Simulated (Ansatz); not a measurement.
## AlN (P6_3mc), generalised stacking fault

The calculation used DFT PBE, scalar-relativistic, plane waves, PAW (Ansatz 0.2.0). The runs took a 420 eV cutoff, a Γ-centred 8×8×3 mesh and Gaussian smearing (0.05 eV). No spin polarisation. Energies are free energies at this smearing, counted from the undisturbed cell; pressure is positive in compression.

The starting cell (as given, not relaxed at this level; it stands at 4.0 GPa):

```
Al N
1.0
    -3.11100    0.00000    0.00000
    -1.55550   -2.69421    0.00000
     0.00000    0.00000    9.95600
Al N
4 4
Direct
  0.33333 0.33333 0.90375
  0.33333 0.33333 0.40375
  0.66667 0.66667 0.15375
  0.66667 0.66667 0.65375
  0.33333 0.33333 0.09625
  0.33333 0.33333 0.59625
  0.66667 0.66667 0.34625
  0.66667 0.66667 0.84625
```

The cut lies on the cell's a–b face, a (0 0 1) plane (indices in the standard cell, whose axes needn't be the Cartesian ones shown) of area 8.38 Å², between layers 1.92 Å apart. Vector c is tilted by f times 1·a + 1·b (length 5.388 Å) with the atoms' Cartesian places fixed: one unrelaxed fault a cell.

```
     f  γ (mJ/m²) shear traction, the slope of γ along the slip (GPa) gap on the mesh (eV)
0.0000          0                                                  0.0                  4.15
0.0833        458                                                 20.2                  3.88
0.1667       1712                                                 33.3                  3.35
0.2500       3139                                                 26.2                  2.84
0.3333       3757                                                  0.0                  2.58
0.4167       3322                                                -14.9                  2.79
0.5000       2794                                                 -6.2                  3.13
0.5833       2793                                                  4.5                  3.06
0.6667       2962                                                  0.0                  2.93
0.7500       2600                                                -16.8                  3.02
0.8333       1549                                                -27.3                  3.59
0.9167        442                                                -19.0                  3.95
```